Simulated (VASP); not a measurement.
# GaP (F-43m) in VASP: a series of runs

The runs below take GaP through relaxation of cell and atoms, with BEEF-vdW, vdW-DF-cx, rev-vdW-DF2, LDA, PBE.

All numbers are computed with VASP 6.6.1; they aren't measurements. Logs are shortened: lines on timing, memory, paths and dates and some standing lists are left out, and cuts for length are marked.

### 1 The crystal as given

The structure is cubic, space group F-43m (No. 216). The conventional cell has a = 5.451 Å, b = 5.451 Å, c = 5.451 Å, α = 90.00°, β = 90.00°, γ = 90.00°. Ga (site symmetry -43m) has 4 P at 2.36 Å as nearest neighbours. P (site symmetry -43m) is surrounded by 4 Ga at 2.36 Å.

### 2 Relaxation of cell and atoms, BEEF-vdW

Input file INCAR:

```
PREC = Accurate
ENCUT = 600
EDIFF = 1E-6
ISMEAR = -1
SIGMA = 0.05
LREAL = False
LASPH = True
NELM = 60
ALGO = Normal
ISIF = 3
LWAVE = False
LCHARG = False
GGA = BF
LUSE_VDW = True
ZAB_VDW = -1.8867
IBRION = 2
NSW = 40
EDIFFG = -0.02
```

Input file KPOINTS:

```
regular mesh
0
Gamma
  8 8 8
```

Input file POSCAR:

```
GaP
1.0
    0.0000000000      2.7252500000      2.7252500000
    2.7252500000      0.0000000000      2.7252500000
    2.7252500000      2.7252500000      0.0000000000
Ga P
1 1
Direct
    0.0000000000      0.0000000000      0.0000000000
    0.7500000000      0.7500000000      0.7500000000
```

Potentials or basis: VASP PAW PBE potentials, release 64 (Ga_d, P).

On the command line:

```console
$ cat potpaw_PBE.64/Ga_d/POTCAR potpaw_PBE.64/P/POTCAR > POTCAR
$ mpirun -np 1 vasp_std > vasp.out
```

OUTCAR:

```text
PREC = Accurate
   ENCUT = 600
   EDIFF = 1E-6
   ISMEAR = -1
   LREAL = False
   LASPH = True
   NELM = 60
   ISIF = 3
   GGA = BF
   IBRION = 2
   NSW = 40
   EDIFFG = -0.02

 ion  position               nearest neighbor table
   1  0.000  0.000  0.000-   2 2.36   2 2.36   2 2.36   2 2.36
   2  0.750  0.750  0.750-   1 2.36   1 2.36   1 2.36   1 2.36

  LATTYP: Found a face centered cubic cell.
 ALAT       =     5.4505000000

  Lattice vectors:

 A1 = (   0.0000000000,   2.7252500000,   2.7252500000)
 A2 = (   2.7252500000,   0.0000000000,   2.7252500000)
 A3 = (   2.7252500000,   2.7252500000,   0.0000000000)

Analysis of symmetry for initial positions (statically):
=====================================================================
 Subroutine PRICEL returns:
 Original cell was already a primitive cell.

 Routine SETGRP: Setting up the symmetry group for a
 face centered cubic supercell.

 Subroutine GETGRP returns: Found 24 space group operations
 (whereof 24 operations were pure point group operations)
 out of a pool of 48 trial point group operations.

The static configuration has the point symmetry T_d .

Analysis of symmetry for dynamics (positions and initial velocities):
=====================================================================
 Subroutine PRICEL returns:
 Original cell was already a primitive cell.

 Routine SETGRP: Setting up the symmetry group for a
 face centered cubic supercell.

 Subroutine GETGRP returns: Found 24 space group operations
 (whereof 24 operations were pure point group operations)
 out of a pool of 48 trial point group operations.

The dynamic configuration has the point symmetry T_d .

 Subroutine INISYM returns: Found 24 space group operations
 (whereof 24 operations are pure point group operations),
 and found     1 'primitive' translations

----------------------------------------------------------------------------------------

                                     Primitive cell

  volume of cell :      40.4808

  direct lattice vectors                    reciprocal lattice vectors
     0.000000000  2.725250000  2.725250000    -0.183469406  0.183469406  0.183469406
     2.725250000  0.000000000  2.725250000     0.183469406 -0.183469406  0.183469406
     2.725250000  2.725250000  0.000000000     0.183469406  0.183469406 -0.183469406

  length of vectors
     3.854085511  3.854085511  3.854085511     0.317778334  0.317778334  0.317778334

  position of ions in fractional coordinates (direct lattice)
     0.000000000  0.000000000  0.000000000
     0.750000000  0.750000000  0.750000000

  ion indices of the primitive-cell ions
   primitive index   ion index
                 1           1
                 2           2

----------------------------------------------------------------------------------------

 KPOINTS: regular mesh

Automatic generation of k-mesh.
 Grid dimensions read from file:
 generate k-points for:    8    8    8

 Generating k-lattice:

  Cartesian coordinates                     Fractional coordinates (reciprocal lattice)
    -0.022933676  0.022933676  0.022933676     0.125000000  0.000000000  0.000000000
     0.022933676 -0.022933676  0.022933676     0.000000000  0.125000000  0.000000000
     0.022933676  0.022933676 -0.022933676     0.000000000  0.000000000  0.125000000

  Length of vectors
     0.039722292  0.039722292  0.039722292

  Shift w.r.t. Gamma in fractional coordinates (k-lattice)
     0.000000000  0.000000000  0.000000000

 Subroutine IBZKPT returns following result:
 ===========================================

 Found     29 irreducible k-points:

 Following reciprocal coordinates:
            Coordinates               Weight
  0.000000  0.000000  0.000000      1.000000
  0.125000  0.000000  0.000000      8.000000
  0.250000  0.000000  0.000000      8.000000
  0.375000  0.000000  0.000000      8.000000
  0.500000  0.000000  0.000000      4.000000
  0.125000  0.125000  0.000000      6.000000
[... 16 lines left out ...]
  0.500000  0.250000  0.125000     48.000000
 -0.375000  0.250000  0.125000     24.000000
 [... further k-points ...]
   k-points           NKPTS =     29   k-points in BZ     NKDIM =     29   number of bands    NBANDS=     13
   number of dos      NEDOS =    301   number of ions     NIONS =      2
   total plane-waves  NPLWV =  32768
   dimension x,y,z NGX =    32 NGY =   32 NGZ =   32
   dimension x,y,z NGXF=    64 NGYF=   64 NGZF=   64
   ions per type =               1   1
   NGX,Y,Z   is equivalent  to a cutoff of  13.80, 13.80, 13.80 a.u.
   NGXF,Y,Z  is equivalent  to a cutoff of  27.61, 27.61, 27.61 a.u.
 SYSTEM =  unknown system
   PREC   = accura    normal or accurate (medium, high low for compatibility)
   ISTART =      0    job   : 0-new  1-cont  2-samecut
   ICHARG =      2    charge: 1-file 2-atom 10-const
   ISPIN  =      1    spin polarized calculation?
   LNONCOLLINEAR =      F non collinear calculations
   LSORBIT =      F    spin-orbit coupling
   LASPH  =      T    aspherical Exc in radial PAW
   ENCUT  =  600.0 eV  44.10 Ry    6.64 a.u.   7.70  7.70  7.70*2*pi/ulx,y,z
   NELM   =     60;   NELMIN=  2; NELMDL= -5     # of ELM steps
   EDIFF  = 0.1E-05   stopping-criterion for ELM
   LREAL  =      F    real-space projection
   EDIFFG = -.2E-01   stopping-criterion for IOM
   NSW    =     40    number of steps for IOM
   IBRION =      2    ionic relax: 0-MD 1-quasi-New 2-CG
   NFREE  =      1    steps in history (QN), initial steepest desc. (CG)
   ISIF   =      3    stress and relaxation
   ISYM   =      2    0-nonsym 1-usesym 2-fastsym
   POTIM  = 0.5000    time-step for ionic-motion
   TEBEG  =    0.0;   TEEND  =   0.0 temperature during run
   PSTRESS=    0.0 pullay stress
   NELECT =      18.0000    total number of electrons
   NUPDOWN=      -1.0000    fix difference up-down
   EMIN   =  10.00;   EMAX   =-10.00  energy-range for DOS
   EFERMI =   0.00;   METHOD = LEGACY
   ISMEAR =    -1;   SIGMA  =   0.05  broadening in eV -4-tet -1-fermi 0-gaus
   EFERMI_NEDOS =   21; number of points for ismear=-14 and -15
   IALGO  =     38    algorithm
   IMIX   =      4    mixing-type and parameters
     AMIX     =   0.40;   BMIX     =  1.00
     AMIX_MAG =   1.60;   BMIX_MAG =  1.00
  volume/ion in A,a.u.               =      20.24       136.59
  Fermi-wavevector in a.u.,A,eV,Ry     =   1.249538  2.361284 21.243377  1.561344
  Thomas-Fermi vector in A             =   2.383574
   LORBIT       =      0    0 simple, 1 ext, 2 COOP (PROOUT), +10 PAW based schemes
   GGA     = BF    functional components
   LHFCALC =     F    Hartree Fock is set to
   AEXX    =    0.0000 exact exchange contribution
   IVDW_NL    =     1    kernel type
   BPARAM     = 6.3000
   IVDW    =     0    specifies the selected vdW correction
   LEPSILON=     F    determine dielectric tensor
   LRPA    =     F    only Hartree local field effects (RPA)
 conjugate gradient relaxation of ions
 non-spin polarized calculation
  energy-cutoff  :      600.00
  volume of cell :       40.48
 maximum number of plane-waves:      1365
   NGX = 15   NGY = 15   NGZ = 15

--------------------------------------- Ionic step        1  -------------------------------------------

 number of electron      18.0000003 magnetization

 Free energy of the ion-electron system (eV)
  ---------------------------------------------------
  ext. energy  EPLUGINS =         0.00000000
  ---------------------------------------------------
  free energy    TOTEN  =        -4.36022964 eV

  energy without entropy =       -4.36022964  energy(sigma->0) =       -4.36022964

------------------------ aborting loop because EDIFF is reached ----------------------------------------

  FORCE on cell =-STRESS in cart. coord.  units (eV):
  Direction    XX          YY          ZZ          XY          YZ          ZX
  --------------------------------------------------------------------------------------
  -------------------------------------------------------------------------------------
  Total        0.7832082      0.7832082      0.7832082     -0.0000000     -0.0000000     -0.0000000
  in kB       30.9983627     30.9983627     30.9983627     -0.0000000     -0.0000000     -0.0000000
  external PRESSURE =      30.9983627 kB  Pullay stress =       0.0000000 kB
[... 61 lines left out ...]
Total vdW correction in eV:      3.2544913

--------------------------------------- Ionic step        3  -------------------------------------------

 number of electron      17.9999990 magnetization

 Free energy of the ion-electron system (eV)
  ---------------------------------------------------
  ext. energy  EPLUGINS =         0.00000000
  ---------------------------------------------------
  free energy    TOTEN  =        -4.37482049 eV

  energy without entropy =       -4.37482048  energy(sigma->0) =       -4.37482049

 E-fermi :   4.8508     XC(G=0):  -9.7074

 val. band max:        4.0462032785   @ k =   0.0000   0.0000   0.0000
 cond. band min:       5.6284852455   @ k =   0.0000   0.0000   0.0000
 fundamental gap:      1.5822819669
 Fermi energy:         4.8508273673

 k-point     1 :       0.0000    0.0000    0.0000
  band No.  band energies     occupation
      1     -10.8207      2.00000
      2     -10.8207      2.00000
      3     -10.8206      2.00000
      4     -10.7400      2.00000
      5     -10.7400      2.00000
      6      -8.1186      2.00000
      7       4.0462      2.00000
      8       4.0462      2.00000
      9       4.0462      2.00000
     10       5.6285      0.00000
     11       8.0465      0.00000
     12       8.0465      0.00000
     13       8.0466      0.00000
[... 353 lines left out ...]
 k-point    24 :      -0.3750    0.2500    0.1250
  band No.  band energies     occupation
      1     -10.8848      2.00000
      2     -10.7955      2.00000
      3     -10.7859      2.00000
      4     -10.7434      2.00000
      5     -10.7338      2.00000
      6      -5.8415      2.00000
      7      -2.1212      2.00000
      8       1.0654      2.00000
      9       2.2625      2.00000
     10       7.4646      0.00000
     11       8.5207      0.00000
     12      10.4746      0.00000
     13      11.9738      0.00000

 [... further k-points ...]
[... 5 lines left out ...]
  --------------------------------------------------------------------------------------
  -------------------------------------------------------------------------------------
  Total        0.0146934      0.0146934      0.0146934      0.0000000      0.0000000      0.0000000
  in kB        0.5600094      0.5600094      0.5600094      0.0000000      0.0000000      0.0000000
  external PRESSURE =       0.5600094 kB  Pullay stress =       0.0000000 kB
[... 17 lines left out ...]
  FREE ENERGIE OF THE ION-ELECTRON SYSTEM (eV)
  ---------------------------------------------------
  free  energy   TOTEN  =        -4.3748204863 eV

  energy  without entropy=       -4.3748204839  energy(sigma->0) =       -4.37482049

Total vdW correction in eV:      3.2384730

 reached required accuracy - stopping structural energy minimisation
```

Wall time 2.6 min (1 thread of Intel Xeon Platinum 8259CL at 2.50GHz (Skylake/Cascade Lake), shared host); peak memory 0.39 GiB.

What came out:

```yaml
Free_energy: -4.3748 eV
Relaxed_volume: 21.02 Å³/atom
Relaxed_cell: a = 3.903 Å, b = 3.903 Å, c = 3.903 Å, α = 60.00°, β = 60.00°, γ = 60.00°
Space_group_after_relaxing_to_0.05_Å: F-43m (No. 216)
Energy_gained_by_relaxing: 7.3 meV/atom
Ionic_steps: 3
Pressure_after_relaxing: 0.1 GPa
Band_gap_on_the_k_mesh: 1.58 eV, direct
```

The path:
| step | energy change (eV) | largest force (eV/Å) | pressure (GPa) | volume (Å³) |
| --- | --- | --- | --- | --- |
| 1 | 0.0000 | 0.0000 | 3.10 | 40.48 |
| 2 | -0.0113 | 0.0000 | -1.35 | 42.82 |
| 3 | -0.0146 | 0.0000 | 0.06 | 42.04 |

Final structure:
```xyz
2
Lattice="0.0000 2.7597 2.7597 2.7597 0.0000 2.7597 2.7597 2.7597 0.0000" Properties=species:S:1:pos:R:3 pbc="T T T"
Ga    0.0000    0.0000    0.0000
P     4.1396    4.1396    4.1396
```

Caveat: the PAW data sets were made with another functional, which shifts forces and pressure a little. A k mesh can miss the band edges.

[end of part 1 of 2]
